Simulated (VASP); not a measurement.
Runs of VASP 6.6.1 on ZrS2. The structure is trigonal, space group P-3m1 (No. 164). Conventional cell: a = 3.691 Å, b = 3.691 Å, c = 6.041 Å, α = 90.00°, β = 90.00°, γ = 120.00°. Zr (site symmetry -3m) has 6 S at 2.57 Å as nearest neighbours. S (site symmetry 3m) is surrounded by 3 Zr at 2.57 Å. The cell is a database's computed one.

```tsv
level	potentials or basis	gap on the mesh (eV)	pressure (GPa)	largest force (eV/Å)
TB-mBJ	VASP PAW PBE potentials, release 64 (Zr_sv, S)	1.58	-	-
LDA	VASP PAW LDA potentials, release 64 (Zr_sv, S)	0.91	-4.5	(b)
r2SCAN	VASP PAW PBE potentials, release 64 (Zr_sv, S)	1.34	(a)	0.02
PBEsol	VASP PAW PBE potentials, release 64 (Zr_sv, S)	(c)	-2.5	0.14
```

Alike in all rows: task band structure; no spin polarisation; cell as given; k mesh 8 × 8 × 6; cutoff (eV) 520; smearing gaussian 0.02 eV.

**Question.** Estimate the missing entries.

**Answer.** (a) 0.0; (b) 0.28; (c) 0.96.

Caveats: the PAW data sets were made with another functional, which shifts forces and pressure a little (some runs); this functional lacks dispersion, which binds the layers, so the pressure and a relaxed spacing across them are unreliable (some runs).

A k mesh can miss the band edges, and the runs leave out spin-orbit coupling on Zr.

Runs at the PBE level aren't shown here.
